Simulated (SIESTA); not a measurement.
Crystal: KBr.

```
Br K
1.0
     0.00000    3.30000    3.30000
     3.30000    0.00000    3.30000
     3.30000    3.30000    0.00000
Br K
1 1
Direct
  0.50000 0.50000 0.50000
  0.00000 0.00000 0.00000
```

Base run:

- Program: SIESTA 5.4.2
- Functional: PBE
- Potentials or basis: PseudoDojo 0.4 standard (PBE files)
- Basis: DZP (energy shift 0.003 Ry; two zetas on semicore shells; d shell added on K)
- Grid cutoff: 800 Ry
- Energy shift: 0.003 Ry
- k mesh: 7 × 7 × 7
- Occupations: fermi-dirac, width 0.05 eV
- Spin: no spin polarisation

Its results: band gap on the k mesh 4.51 eV, direct; pressure 0.8 GPa.

Problem. The run is repeated on the same cell with these changes: functional from PBE to PBEsol; potentials or basis from PseudoDojo 0.4 standard (PBE files) to PseudoDojo 0.4 standard (PBEsol files). What comes out?

Solution. Band gap on the k mesh 4.36 eV, direct; pressure -0.3 GPa.

Caveats: the basis of atomic orbitals isn't converged, which shifts pressures, moduli and gaps.
